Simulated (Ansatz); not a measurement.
# TiO2: the cost of one run

Program: Ansatz 0.2.0. Level of theory: DFT r2SCAN+U, scalar-relativistic, plane waves, PAW. These are calculated values, not measurements.

### Step 1. The system as given

It takes space group P4_2/mnm (No. 136, tetragonal). The conventional cell has a = 4.597 Å, b = 4.597 Å, c = 2.993 Å, α = 90.00°, β = 90.00°, γ = 90.00°. Around Ti (site symmetry mmm) lie 6 O at 1.96 to 1.98 Å. Around O (site symmetry m2m) lie 3 Ti at 1.96 to 1.98 Å.

As a file:

```
Ti O
1.0
     4.59736    0.00000    0.00000
     0.00000    4.59736    0.00000
     0.00000    0.00000    2.99288
Ti O
2 4
Direct
  0.00000 0.00000 0.00000
  0.50000 0.50000 0.50000
  0.30514 0.30514 0.00000
  0.19486 0.80514 0.50000
  0.69486 0.69486 0.00000
  0.80514 0.19486 0.50000
```

It is the result of an earlier relaxation at this level (volume 10.54 Å³/atom; gap on the mesh: 2.70 eV).

### Step 2. Zero of energy

The reference gives a free energy of -7286.2063 eV, pressure 0.01 GPa, largest force 0.003 eV/Å and gap on the mesh 2.70 eV. It was computed beforehand with the settings of the runs below.

### Step 3. Setting up an energy map of one atom

Atom 1 (Ti) is moved by p along (1.000, 0.000, 0.000) and q along (0.000, 0.000, 1.000) (Å), all else fixed; its images in the other cells move with it. Points alike by symmetry are run once.

### Step 4. At p = -0.600, q = -0.600

The input, input.yaml:

```yaml
crystal:
  lattice:
    - [4.5973635523, 0.0, 0.0]
    - [0.0, 4.5973635523, 0.0]
    - [0.0, 0.0, 2.9928841877]
  atoms:
    - { symbol: Ti, position: [-0.130509583, 0.0, -0.2004755154] }
    - { symbol: Ti, position: [0.5, 0.5, 0.5] }
    - { symbol: O, position: [0.3051400959, 0.3051400959, 0.0] }
    - { symbol: O, position: [0.1948599041, 0.8051400959, 0.5] }
    - { symbol: O, position: [0.6948599041, 0.6948599041, 0.0] }
    - { symbol: O, position: [0.8051400959, 0.1948599041, 0.5] }
basis:
  ecutwfc: 500
kpoints:
  mp_grid: { grid: [6, 6, 8] }
hamiltonian:
  xc: r2scan
  hubbard: { sites: [{ species: Ti, l: d, u_eff: 4.0 }] }
scf:
  occupations: { method: gaussian, width: 0.05 }
output:
  forces: true
  stress: true
  eigenvalues: true
```

Command:

```sh
ansatz run input.yaml --threads 2 --pin off --max-ram 5120MiB --backend cpu --events-out ev --progress --plain --runs-dir out
```

**Question.** How long does this run take on 2 threads of AMD EPYC 7R43 (Zen 3), shared host, and how much memory does it need?

About 38 s, with a peak of 0.89 GiB.
